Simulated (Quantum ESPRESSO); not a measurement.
Runs of Quantum ESPRESSO 7.5 on MgSi. It takes space group P4/mmm (No. 123, tetragonal). The conventional cell has a = 2.908 Å, b = 2.908 Å, c = 4.103 Å, α = 90.00°, β = 90.00°, γ = 90.00°. Si (site symmetry 4/mmm) has 8 Mg at 2.90 Å and 4 Si at 2.91 Å as nearest neighbours. Around Mg (site symmetry 4/mmm) lie 8 Si at 2.90 Å and 4 Mg at 2.91 Å. The cell comes from a database or a generator and needn't be the stable form of this composition.

```csv
task,level,potentials or basis,k mesh,cutoff (eV),symmetry,SCF threshold,form of the LDA correlation,gap on the mesh (eV),pressure (GPa)
band structure,r2SCAN,SG15 PBE 1.2,7 × 7 × 5,952,off,1e-08 Ry,-,none,-1.1
band structure,LDA,GBRV 1.5 LDA,9 × 9 × 7,612,-,4e-10 Ry,PZ81,none,(a)
band structure,PBEsol,GBRV 1.5 PBEsol,9 × 9 × 7,612,-,4e-10 Ry,-,none,-1.6
single point,PBEsol,GBRV 1.5 PBEsol,9 × 9 × 7,612,-,4e-10 Ry,-,none,-1.6
```

Alike in all rows: no spin polarisation; cell as given; smearing fermi-dirac 0.05 eV.

**Question.** Estimate the missing entries.

**Answer.** (a) -3.3.

Caveats: the potentials were made for another functional, which shifts forces and pressure (some runs).

A gap of «none» marks a metal or a gap under the smearing width.
